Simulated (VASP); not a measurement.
Write the native input for VASP 6.6.1 that does the following.

* Task: single point
* Functional: PBE
* Potentials or basis: VASP PAW PBE potentials, release 64 (W_sv, S)
* Cutoff: 520 eV
* k mesh: 6 × 6 × 2
* Occupations: gaussian, width 0.1 eV
* Spin: no spin polarisation
* Dipole correction: no
* Further INCAR settings: ALGO = Normal; EDIFF = 1e-06; NBANDS = 20

The structure of WS2 lies in POSCAR:

```
WS2
1.0
    2.6018176784      0.0000000000      0.0000000000
    0.0000000000      2.6018176784      0.0000000000
    0.0000000000      0.0000000000      9.2367743095
W S
1 2
Direct
    0.5000000000      0.5000000000      0.5000000000
    0.5000000000      0.5000000000      0.7618805121
    0.5000000000      0.5000000000      0.2381194879
```

The cell was built by a generator and needn't be a form met in nature.

The cell isn't the ideal one: random cell by space group and Wyckoff sites (P4/mmm, No. 123).

One way to write it, as run:

INCAR

```
  ALGO = Normal
  EDIFF = 1E-6
  ENCUT = 520
  GGA = PE
  ISIF = 2
  ISMEAR = 0
  LASPH = True
  LCHARG = False
  LREAL = False
  LWAVE = False
  NBANDS = 20
  NELM = 100
  PREC = Accurate
  SIGMA = 0.1
```

KPOINTS

```
k-points
0
Gamma
  6 6 2
```

Potentials or basis: VASP PAW PBE potentials, release 64 (W_sv, S).

Command:

```sh
$ cat potpaw_PBE.64/W_sv/POTCAR potpaw_PBE.64/S/POTCAR > POTCAR
$ mpirun -np 1 vasp_std > vasp.out
```

Results of the run:

The pressure is 0.2 GPa and the largest force is 0.017 eV/Å. The band gap on the k mesh is none (metal or under the smearing width).

Caveat: the k mesh is coarse (spacing up to 0.40 Å⁻¹), so the values aren't converged; this functional lacks dispersion, which binds the layers, so the pressure and a relaxed spacing across them are unreliable.

It took 13 s on 1 thread of AMD EPYC 9R45 96-Core Processor (Zen 5), on a shared host, peak memory 0.15 GiB.
